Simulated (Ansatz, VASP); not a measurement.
BN: VASP beside Ansatz

File INCAR:

```
ALGO = Normal
EDIFF = 1E-6
ENCUT = 520
GGA = PE
ISIF = 2
ISMEAR = 0
LASPH = True
LCHARG = False
LREAL = False
LWAVE = False
NBANDS = 11
NELM = 100
PREC = Accurate
SIGMA = 0.01
```

The input KPOINTS:

```
k-points
0
Gamma
  10 10 10
```

The input POSCAR:

```
BN
1.0
    0.0000000000      1.6994276261      1.6994276261
    1.6994276261      0.0000000000      1.6994276261
    1.6994276261      1.6994276261      0.0000000000
B N
1 1
Direct
    0.0000000000      0.0000000000      0.0000000000
    0.2500000000      0.2500000000      0.2500000000
```

Input for Ansatz:

```yaml
crystal:
  lattice:
    - [0.0, 1.6994276261, 1.6994276261]
    - [1.6994276261, 0.0, 1.6994276261]
    - [1.6994276261, 1.6994276261, 0.0]
  atoms:
    - { symbol: B, position: [0.0, 0.0, 0.0] }
    - { symbol: "N", position: [0.25, 0.25, 0.25] }
scf:
  occupations: { method: fixed }
output:
  forces: true
  stress: true
  eigenvalues: true
  write_density: true
  write_potential: true
  elf: true
  volumetric_format: npy
hamiltonian:
  xc: pbe
basis:
  ecutwfc: 600
kpoints:
  mp_grid: { grid: [10, 10, 10] }
```

Alike in both runs: task single point; functional PBE; k mesh 10 × 10 × 10; no spin polarisation.

```csv
,VASP,Ansatz
version,VASP 6.6.1,Ansatz 0.2.0
potentials or method,"VASP PAW PBE potentials, release 64 (B, N)","scalar-relativistic, plane waves, PAW"
plane-wave cutoff (eV),520,600
occupations,"gaussian, width 0.01 eV",fixed
valence electrons in the cell,8,8
```

Ansatz gave:

```
gap on the k mesh at the Fermi level (eV) : 4.65
least direct gap on the mesh (eV)         : 9.72
```

What did VASP give for the same quantities?

gap on the k mesh at the Fermi level (eV): 4.63; least direct gap on the mesh (eV): 9.70.

 As with any semilocal functional, this PBE gap is likely too small. A k mesh can miss the band edges.
